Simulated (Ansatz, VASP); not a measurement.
## AlN: VASP and Ansatz over several settings

```
Al N
1.0
     3.09211    0.00000    0.00000
    -1.54605    2.67784    0.00000
     0.00000    0.00000    4.94757
Al N
2 2
Direct
  0.66667 0.33333 0.50000
  0.33333 0.66667 0.00000
  0.66667 0.33333 0.88000
  0.33333 0.66667 0.38000
```

Change from the starting cell: volume scaled by 0.98.

Single points on this cell with VASP 6.6.1 and Ansatz 0.2.0. Each row is one pair of runs. Alike in all rows: spin: off; k mesh: 10 × 10 × 6; smearing: fermi-dirac, width 0.05 eV; VASP's potentials, cutoff: VASP PAW PBE potentials, release 64 (Al, N), 520 eV.

```csv
level,"Ansatz's potentials, cutoff","gap on the k mesh at the Fermi level (eV), VASP","gap on the k mesh at the Fermi level (eV), Ansatz","least direct gap on the mesh (eV), VASP","least direct gap on the mesh (eV), Ansatz","pressure (GPa), VASP","pressure (GPa), Ansatz"
PBE,"Ansatz PAW, 420 eV",4.40,4.39,4.40,4.39,7.8,8.1
PBE,"PseudoDojo standard (PBE files), 1143 eV",4.40,4.40,4.40,4.40,7.8,7.7
PBE,"JTH PAW, 1320 eV",4.40,4.38,4.40,4.38,7.8,8.6
PBE,"Ansatz PAW earlier set, 1050 eV",4.40,4.40,4.40,4.40,7.8,8.0
PBEsol,"Ansatz PAW, 420 eV",4.33,4.31,4.33,4.31,4.5,4.5
```

Gap on the k mesh at the fermi level (eV): the two programs differ by at most 0.02; least direct gap on the mesh (eV): the two programs differ by at most 0.02; pressure (GPa): the two programs differ by at most 0.77.

Caveats: the PAW data sets were made with another functional, which shifts forces and pressure a little (VASP); the pressure holds a Pulay correction of +0.5 GPa for the finite cutoff (Ansatz); the PAW data sets come from PBE, with cores solved anew for the run's functional, which leaves a small shift of forces and pressure (Ansatz).
